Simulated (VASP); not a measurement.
# NaI (Fm-3m) in VASP: further runs

Aim: see how the results for NaI move with the level of theory and the settings. Levels: PBE, HF. Tasks: relaxation of cell and atoms, single point.

Program: VASP 6.6.1. These are calculated values, not measurements. Logs are shortened: lines on timing, memory, paths and dates and some standing lists are left out, and cuts for length are marked.

## Step 1: The crystal as given

It takes space group Fm-3m (No. 225, cubic). Conventional cell: a = 6.473 Å, b = 6.473 Å, c = 6.473 Å, α = 90.00°, β = 90.00°, γ = 90.00°. Around I (site symmetry m-3m) lie 6 Na at 3.24 Å. Around Na (site symmetry m-3m) lie 6 I at 3.24 Å.

## Step 2: Relaxation of cell and atoms, PBE

The input, INCAR:

```
ALGO = Fast
EDIFF = 1E-6
EDIFFG = -0.01
ENCUT = 680
GGA = PE
IBRION = 2
ISIF = 3
ISMEAR = -1
LASPH = True
LCHARG = False
LREAL = False
LWAVE = False
NELM = 100
NSW = 40
PREC = Accurate
SIGMA = 0.05
```

The input, KPOINTS:

```
k-points
0
Gamma
  7 7 7
```

The input, POSCAR:

```
NaI
1.0
    0.0000000000      3.2364000000      3.2364000000
    3.2364000000      0.0000000000      3.2364000000
    3.2364000000      3.2364000000      0.0000000000
I Na
1 1
Direct
    0.5000000000      0.5000000000      0.5000000000
    0.0000000000      0.0000000000      0.0000000000
```

Potentials or basis: VASP PAW PBE potentials, release 64 (I_GW, Na_sv_GW).

Started as:

```sh
$ cat potpaw_PBE.64/I_GW/POTCAR potpaw_PBE.64/Na_sv_GW/POTCAR > POTCAR
$ mpirun -np 1 vasp_std > vasp.out
```

OUTCAR:

```text
EDIFF = 1E-6
   EDIFFG = -0.01
   ENCUT = 680
   GGA = PE
   IBRION = 2
   ISIF = 3
   ISMEAR = -1
   LASPH = True
   LREAL = False
   NELM = 100
   NSW = 40
   PREC = Accurate

 ion  position               nearest neighbor table
   1  0.500  0.500  0.500-
   2  0.000  0.000  0.000-

  LATTYP: Found a face centered cubic cell.
 ALAT       =     6.4728000000

  Lattice vectors:

 A1 = (   0.0000000000,   3.2364000000,   3.2364000000)
 A2 = (   3.2364000000,   0.0000000000,   3.2364000000)
 A3 = (   3.2364000000,   3.2364000000,   0.0000000000)

Analysis of symmetry for initial positions (statically):
=====================================================================
 Subroutine PRICEL returns:
 Original cell was already a primitive cell.

 Routine SETGRP: Setting up the symmetry group for a
 face centered cubic supercell.

 Subroutine GETGRP returns: Found 48 space group operations
 (whereof 48 operations were pure point group operations)
 out of a pool of 48 trial point group operations.

The static configuration has the point symmetry O_h .

Analysis of symmetry for dynamics (positions and initial velocities):
=====================================================================
 Subroutine PRICEL returns:
 Original cell was already a primitive cell.

 Routine SETGRP: Setting up the symmetry group for a
 face centered cubic supercell.

 Subroutine GETGRP returns: Found 48 space group operations
 (whereof 48 operations were pure point group operations)
 out of a pool of 48 trial point group operations.

The dynamic configuration has the point symmetry O_h .

 Subroutine INISYM returns: Found 48 space group operations
 (whereof 48 operations are pure point group operations),
 and found     1 'primitive' translations

----------------------------------------------------------------------------------------

                                     Primitive cell

  volume of cell :      67.7980

  direct lattice vectors                    reciprocal lattice vectors
     0.000000000  3.236400000  3.236400000    -0.154492646  0.154492646  0.154492646
     3.236400000  0.000000000  3.236400000     0.154492646 -0.154492646  0.154492646
     3.236400000  3.236400000  0.000000000     0.154492646  0.154492646 -0.154492646

  length of vectors
     4.576960773  4.576960773  4.576960773     0.267589113  0.267589113  0.267589113

  position of ions in fractional coordinates (direct lattice)
     0.500000000  0.500000000  0.500000000
     0.000000000  0.000000000  0.000000000

  ion indices of the primitive-cell ions
   primitive index   ion index
                 1           1
                 2           2

[... 82 lines left out ...]
   EFERMI_NEDOS =   21; number of points for ismear=-14 and -15
   IALGO  =     68    algorithm
   IMIX   =      4    mixing-type and parameters
     AMIX     =   0.40;   BMIX     =  1.00
     AMIX_MAG =   1.60;   BMIX_MAG =  1.00
  volume/ion in A,a.u.               =      33.90       228.76
  Fermi-wavevector in a.u.,A,eV,Ry     =   1.011679  1.911796 13.925480  1.023494
  Thomas-Fermi vector in A             =   2.144743
   LORBIT       =      0    0 simple, 1 ext, 2 COOP (PROOUT), +10 PAW based schemes
   GGA     = PE    functional components
   LHFCALC =     F    Hartree Fock is set to
   AEXX    =    0.0000 exact exchange contribution
   IVDW    =     0    specifies the selected vdW correction
   LEPSILON=     F    determine dielectric tensor
   LRPA    =     F    only Hartree local field effects (RPA)
 conjugate gradient relaxation of ions
 non-spin polarized calculation
 RMM-DIIS sequential band-by-band and
  energy-cutoff  :      680.00
  volume of cell :       67.80
 maximum number of plane-waves:      2738
   NGX = 19   NGY = 19   NGZ = 19

--------------------------------------- Ionic step        1  -------------------------------------------

 number of electron      16.0000003 magnetization

 Free energy of the ion-electron system (eV)
  ---------------------------------------------------
  ext. energy  EPLUGINS =         0.00000000
  ---------------------------------------------------
  free energy    TOTEN  =        -7.47899007 eV

  energy without entropy =       -7.47899007  energy(sigma->0) =       -7.47899007

------------------------ aborting loop because EDIFF is reached ----------------------------------------

  FORCE on cell =-STRESS in cart. coord.  units (eV):
  Direction    XX          YY          ZZ          XY          YZ          ZX
  --------------------------------------------------------------------------------------
  -------------------------------------------------------------------------------------
  Total        0.1385144      0.1385144      0.1385144     -0.0000000     -0.0000000      0.0000000
  in kB        3.2733245      3.2733245      3.2733245     -0.0000000     -0.0000000      0.0000000
  external PRESSURE =       3.2733245 kB  Pullay stress =       0.0000000 kB
[... 23 lines left out ...]
--------------------------------------- Ionic step        2  -------------------------------------------

 number of electron      16.0000002 magnetization

 E-fermi :   1.8404     XC(G=0):  -7.7220

 val. band max:        0.7097114194   @ k =   0.0000   0.0000   0.0000
 cond. band min:       4.3188635512   @ k =   0.0000   0.0000   0.0000
 fundamental gap:      3.6091521318
 Fermi energy:         1.8403857444

 k-point     1 :       0.0000    0.0000    0.0000
  band No.  band energies     occupation
      1     -49.8206      2.00000
      2     -21.7382      2.00000
      3     -21.7382      2.00000
      4     -21.7382      2.00000
      5     -10.2820      2.00000
      6       0.7097      2.00000
      7       0.7097      2.00000
      8       0.7097      2.00000
      9       4.3189      0.00000
     10       8.6684      0.00000
     11       8.6684      0.00000
     12       8.6684      0.00000
[... 354 lines left out ...]
--------------------------------------- Ionic step        4  -------------------------------------------

 number of electron      16.0000001 magnetization

 Free energy of the ion-electron system (eV)
  ---------------------------------------------------
  ext. energy  EPLUGINS =         0.00000000
  ---------------------------------------------------
  free energy    TOTEN  =        -7.48034733 eV

  energy without entropy =       -7.48034733  energy(sigma->0) =       -7.48034733

 E-fermi :   1.7663     XC(G=0):  -7.6956

 val. band max:        0.6650580227   @ k =   0.0000   0.0000   0.0000
 cond. band min:       4.2577272953   @ k =   0.0000   0.0000   0.0000
 fundamental gap:      3.5926692726
 Fermi energy:         1.7663417548

 k-point     1 :       0.0000    0.0000    0.0000
  band No.  band energies     occupation
      1     -49.8722      2.00000
      2     -21.7894      2.00000
      3     -21.7894      2.00000
      4     -21.7894      2.00000
      5     -10.3106      2.00000
      6       0.6651      2.00000
      7       0.6651      2.00000
      8       0.6651      2.00000
      9       4.2577      0.00000
     10       8.6234      0.00000
     11       8.6234      0.00000
     12       8.6234      0.00000
[... 312 lines left out ...]
  FREE ENERGIE OF THE ION-ELECTRON SYSTEM (eV)
  ---------------------------------------------------
  free  energy   TOTEN  =        -7.4803473325 eV

  energy  without entropy=       -7.4803473325  energy(sigma->0) =       -7.48034733

 reached required accuracy - stopping structural energy minimisation
```

Run time: 43 s. Hardware: 1 thread of Intel Xeon 6975P-C (Granite Rapids), shared host; peak memory 0.26 GiB.

What came out:

| Item | Value |
| --- | --- |
| Free energy | -7.4803 eV |
| Relaxed volume | 34.46 Å³/atom |
| Relaxed cell | a = 4.602 Å, b = 4.602 Å, c = 4.602 Å, α = 60.00°, β = 60.00°, γ = 60.00° |
| Space group after relaxing (to 0.05 Å) | Fm-3m (No. 225) |
| Energy gained by relaxing | 0.7 meV/atom |
| Ionic steps | 4 |
| Pressure after relaxing | 0.0 GPa |
| Band gap on the k mesh | 3.59 eV, direct |

Step by step:
```csv
step,energy change (eV),largest force (eV/Å),pressure (GPa),volume (Å³)
1,0.0000,0.0000,0.33,67.80
2,-0.0011,0.0000,0.17,68.48
3,-0.0014,0.0000,-0.06,69.10
4,-0.0014,0.0000,-0.01,68.93
```

Final structure:
```xyz
2
Lattice="0.0000 3.2543 3.2543 3.2543 0.0000 3.2543 3.2543 3.2543 0.0000" Properties=species:S:1:pos:R:3 pbc="T T T"
I     3.2543    3.2543    3.2543
Na    0.0000    0.0000    0.0000
```

Caveat: spin-orbit coupling is left out, which moves the levels of the heavy elements. PBE usually gives volumes a little too large and moduli too small.

## Step 3: Relaxation of cell and atoms, PBE

The input, INCAR:

```
PREC = Accurate
ENCUT = 630
EDIFF = 1E-7
ISMEAR = -1
SIGMA = 0.05
LREAL = F
LASPH = T
NELM = 80
ALGO = Normal
ISIF = 3
LWAVE = F
LCHARG = F
GGA = PE
IBRION = 2
NSW = 40
EDIFFG = -0.02
```

The input, KPOINTS:

```
regular mesh
0
Gamma
  7 7 7
```

POSCAR is that of step 2.

Potentials or basis: VASP PAW PBE potentials, release 64 (I_GW, Na_sv_GW).

Started as:

```sh
$ cat potpaw_PBE.64/I_GW/POTCAR potpaw_PBE.64/Na_sv_GW/POTCAR > POTCAR
$ mpirun -np 1 vasp_std > vasp.out
```

Wall time 31 s (1 thread of Intel Xeon 6975P-C (Granite Rapids), shared host); peak memory 0.25 GiB.

Results (log left out):

* Free energy: -7.4783 eV
* Relaxed volume: 34.44 Å³/atom
* Relaxed cell: a = 4.601 Å, b = 4.601 Å, c = 4.601 Å, α = 60.00°, β = 60.00°, γ = 60.00°
* Space group after relaxing (to 0.05 Å): Fm-3m (No. 225)
* Energy gained by relaxing: 0.4 meV/atom
* Ionic steps: 3
* Pressure after relaxing: 0.0 GPa
* Band gap on the k mesh: 3.59 eV, direct

The path:
| step | energy change (eV) | largest force (eV/Å) | pressure (GPa) | volume (Å³) |
| --- | --- | --- | --- | --- |
| 1 | 0.0000 | 0.0000 | 0.25 | 67.80 |
| 2 | -0.0006 | 0.0000 | 0.12 | 68.31 |
| 3 | -0.0007 | 0.0000 | -0.02 | 68.88 |

Final structure:
```yaml
crystal:
  lattice:
    - [0.00000, 3.25353, 3.25353]
    - [3.25353, 0.00000, 3.25353]
    - [3.25353, 3.25353, 0.00000]
  atoms:
    - { symbol: I, position: [0.50000, 0.50000, 0.50000] }
    - { symbol: Na, position: [0.00000, 0.00000, 0.00000] }
```

Levels at points of the mesh, in eV from the valence-band top:
| k point | band 6 | band 7 | band 8 | band 9 | band 10 | band 11 |
| --- | --- | --- | --- | --- | --- | --- |
| (0.00, 0.00, 0.00) | 0.00 | 0.00 | 0.00 | 3.59 | 7.96 | 7.96 |

Caveat: spin-orbit coupling is left out, which moves the levels of the heavy elements. Expect the measured gap to be larger: semilocal functionals such as PBE lack the derivative discontinuity.

## Step 4: Single point, PBE

The input, INCAR:

```
SYSTEM = NaI
PREC = Accurate
ENCUT = 520
EDIFF = 1E-6
ISMEAR = 0
SIGMA = 0.027000000000000003
LREAL = .FALSE.
LASPH = .TRUE.
NELM = 60
ALGO = Normal
ISIF = 2
LWAVE = .FALSE.
LCHARG = .TRUE.
GGA = PE
LELF = .TRUE.
LVHAR = .TRUE.
NBANDS = 14
```

The input, KPOINTS:

```
regular mesh
0
G
  7 7 7
  0 0 0
```

POSCAR is that of step 3.

Potentials or basis: VASP PAW PBE potentials, release 64 (I, Na_pv).

Started as:

```sh
$ cat potpaw_PBE.64/I/POTCAR potpaw_PBE.64/Na_pv/POTCAR > POTCAR
$ mpirun -np 1 vasp_std > vasp.out
```

It took 11 s on 1 thread of AMD EPYC 9R45 (Zen 5), shared host; peak memory 0.18 GiB.

The run converged. Its results:

- Free energy: -5.3851 eV
- Pressure: 0.4 GPa
- Band gap on the k mesh: 3.64 eV, direct

Levels at points of the mesh, in eV from the valence-band top:
| k point | band 4 | band 5 | band 6 | band 7 | band 8 | band 9 | band 10 | band 11 |
| --- | --- | --- | --- | --- | --- | --- | --- | --- |
| (0.00, 0.00, 0.00) | -11.02 | 0.00 | 0.00 | 0.00 | 3.64 | 7.93 | 7.93 | 7.93 |

Caveat: spin-orbit coupling is left out, which moves the levels of the heavy elements.

## Step 5: Relaxation of cell and atoms, HF

POSCAR is that of step 4.

The input, INCAR.step1:

```
ALGO     = Normal         # electronic algorithm
EDIFF    = 1E-5           # SCF threshold, eV
ENCUT    = 600            # plane-wave cutoff, eV
GGA      = PE             # functional
ISMEAR   = -1             # smearing method
LASPH    = T              # aspherical terms in the spheres
LCHARG   = F              # write CHGCAR
LREAL    = F              # projectors in reciprocal space
LWAVE    = T              # write WAVECAR
NELM     = 100            # most SCF steps
PREC     = Accurate       # precision mode
SIGMA    = 0.05           # smearing width, eV
```

The input, INCAR.step2:

```
AEXX     = 1.0            # exact-exchange fraction
AGGAC    = 0.0          
ALDAC    = 0.0          
ALGO     = Normal         # electronic algorithm
EDIFF    = 1E-6           # SCF threshold, eV
EDIFFG   = -0.01          # ionic threshold
ENCUT    = 600            # plane-wave cutoff, eV
GGA      = PE             # functional
HFRCUT   = -1           
IBRION   = 2              # ionic algorithm
ISIF     = 3              # what is computed and relaxed
ISMEAR   = -1             # smearing method
ISTART   = 1            
LASPH    = T              # aspherical terms in the spheres
LCHARG   = F              # write CHGCAR
LHFCALC  = T              # exact exchange
LREAL    = F              # projectors in reciprocal space
LWAVE    = F              # write WAVECAR
NELM     = 100            # most SCF steps
NSW      = 60             # ionic steps
PREC     = Accurate       # precision mode
PRECFOCK = Fast         
SIGMA    = 0.05           # smearing width, eV
```

The input, KPOINTS:

```
k-points
0
Gamma
  4 4 4
```

Started as:

```sh
$ cat potpaw_PBE.64/I/POTCAR potpaw_PBE.64/Na_pv/POTCAR > POTCAR
$ cp INCAR.step1 INCAR
$ mpirun -np 1 vasp_std > vasp.out
$ cp INCAR.step2 INCAR
$ mpirun -np 1 vasp_std > vasp.out
```

It took 7.2 min on 1 thread of AMD EPYC 9R45 (Zen 5), shared host; peak memory 0.22 GiB.

Results (log left out):

| Property | Result |
| --- | --- |
| Free energy | -10.2913 eV |
| Relaxed volume | 38.08 Å³/atom |
| Relaxed cell | a = 4.758 Å, b = 4.758 Å, c = 4.758 Å, α = 60.00°, β = 60.00°, γ = 60.00° |
| Space group after relaxing (to 0.05 Å) | Fm-3m (No. 225) |
| Energy gained by relaxing | 22.2 meV/atom |
| Ionic steps | 4 |
| Pressure after relaxing | 0.0 GPa |
| Band gap on the k mesh | 10.38 eV, direct |

Step by step:
| step | energy change (eV) | largest force (eV/Å) | pressure (GPa) | volume (Å³) |
| --- | --- | --- | --- | --- |
| 1 | 0.0000 | 0.0000 | 1.90 | 67.80 |
| 2 | -0.0341 | 0.0000 | 0.85 | 71.82 |
| 3 | -0.0443 | 0.0000 | -0.09 | 76.64 |
| 4 | -0.0445 | 0.0000 | 0.00 | 76.17 |

Final structure:
```
I Na
1.0
     0.00000    3.36444    3.36444
     3.36444    0.00000    3.36444
     3.36444    3.36444    0.00000
I Na
1 1
Direct
  0.50000 0.50000 0.50000
  0.00000 0.00000 0.00000
```

Levels at points of the mesh, in eV from the valence-band top:
| k point | band 3 | band 4 | band 5 | band 6 | band 7 | band 8 | band 9 | band 10 | band 11 |
| --- | --- | --- | --- | --- | --- | --- | --- | --- | --- |
| (0.00, 0.00, 0.00) | -32.10 | -14.41 | 0.00 | 0.00 | 0.00 | 10.38 | 15.15 | 15.15 | 15.15 |
| (0.50, 0.00, 0.00) | -32.10 | -14.06 | -2.34 | -0.31 | -0.31 | 11.92 | 14.63 | 14.63 | 15.95 |
| (0.50, 0.50, 0.00) | -32.10 | -13.96 | -2.09 | -0.82 | -0.82 | 11.50 | 12.49 | 16.91 | 18.68 |

Caveat: the k mesh is coarse (spacing up to 0.42 Å⁻¹), so the values aren't converged, least of all with exact exchange; the PAW data sets were made with another functional, which shifts forces and pressure a little; spin-orbit coupling is left out, which moves the levels of the heavy elements; the volume moved by +12 % from the deposited cell, more than functionals usually miss. Zero-point motion and thermal expansion aren't in these numbers.

## Step 6: Single point, PBE

The input, INCAR:

```
SYSTEM = NaI
PREC = Accurate ; ENCUT = 900
EDIFF = 1E-8 ; ISMEAR = 0
SIGMA = 0.05 ; LREAL = .FALSE.
LASPH = .TRUE. ; NELM = 100
ALGO = Normal ; ISIF = 2
LWAVE = .FALSE. ; LCHARG = .FALSE.
GGA = PE ; NBANDS = 14
ADDGRID = .FALSE.
```

The input, KPOINTS:

```
Automatic mesh
0
G
  10 10 10
  0 0 0
```

POSCAR is that of step 5.

Potentials or basis: VASP PAW PBE potentials, release 64 (I, Na_pv).

Started as:

```sh
$ cat potpaw_PBE.64/I/POTCAR potpaw_PBE.64/Na_pv/POTCAR > POTCAR
$ mpirun -np 1 vasp_std > vasp.out
```

It took 84 s on 1 thread of Intel Xeon Platinum 8488C (Sapphire Rapids), shared host; peak memory 0.36 GiB.

Results (log left out):

| Property | Result |
| --- | --- |
| Free energy | -5.3849 eV |
| Pressure | 0.4 GPa |
| Band gap on the k mesh | 3.64 eV, direct |

Levels at points of the mesh, in eV from the valence-band top:
```tsv
k point	band 4	band 5	band 6	band 7	band 8	band 9	band 10	band 11
(0.00, 0.00, 0.00)	-11.02	0.00	0.00	0.00	3.64	7.93	7.93	7.93
(0.50, 0.00, 0.00)	-10.70	-2.18	-0.28	-0.28	5.09	7.44	7.44	8.73
(0.50, 0.50, 0.00)	-10.63	-1.90	-0.74	-0.74	4.49	5.56	9.87	11.30
```

Caveat: spin-orbit coupling is left out, which moves the levels of the heavy elements. Expect the measured gap to be larger: semilocal functionals such as PBE lack the derivative discontinuity.

## Step 7: The reference run

An earlier run on the cell as given: functional PBE; potentials or basis VASP PAW PBE potentials, release 64 (I, Na_pv); cutoff 520 eV; k mesh 7 × 7 × 7; occupations fermi-dirac, width 0.05 eV; no spin polarisation.

- Pressure: 0.4 GPa
- Band gap on the k mesh: 3.64 eV, direct

## Step 8: Summary

| task | level | potentials or basis | cell | k mesh | cutoff (eV) | smearing | grid for exact exchange (PRECFOCK) | exchange at q = 0 | mesh quality | gap on the mesh (eV) | pressure (GPa) | relaxed volume (Å³/atom) |
| --- | --- | --- | --- | --- | --- | --- | --- | --- | --- | --- | --- | --- |
| relaxation of cell and atoms | PBE | VASP PAW PBE potentials, release 64 (I_GW, Na_sv_GW) | relaxed | 7 × 7 × 7 | 680 | fermi-dirac 0.05 eV | - | - | not flagged | 3.59 | 0.0 | 34.46 |
| relaxation of cell and atoms | PBE | VASP PAW PBE potentials, release 64 (I_GW, Na_sv_GW) | relaxed | 7 × 7 × 7 | 630 | fermi-dirac 0.05 eV | - | - | not flagged | 3.59 | 0.0 | 34.44 |
| single point | PBE | VASP PAW PBE potentials, release 64 (I, Na_pv) | as given | 7 × 7 × 7 | 520 | gaussian 0.027 eV | - | - | not flagged | 3.64 | 0.4 | - |
| relaxation of cell and atoms | HF | VASP PAW PBE potentials, release 64 (I, Na_pv) | relaxed | 4 × 4 × 4 | 600 | fermi-dirac 0.05 eV | Fast | truncated | coarse | 10.38 | 0.0 | 38.08 |
| single point | PBE | VASP PAW PBE potentials, release 64 (I, Na_pv) | as given | 10 × 10 × 10 | 900 | gaussian 0.05 eV | - | - | not flagged | 3.64 | 0.4 | - |
| single point | PBE | VASP PAW PBE potentials, release 64 (I, Na_pv) | as given | 7 × 7 × 7 | 520 | fermi-dirac 0.05 eV | - | - | not flagged | 3.64 | 0.4 | - |

Alike in all rows: no spin polarisation.

Caveats: some runs use coarse meshes; spin-orbit coupling is left out, which moves the levels of the heavy elements; the PAW data sets were made with another functional, which shifts forces and pressure a little (some runs); the volume moved by +12 % from the deposited cell, more than functionals usually miss (some runs).

Absolute energies hang on the potentials; compare differences alone.
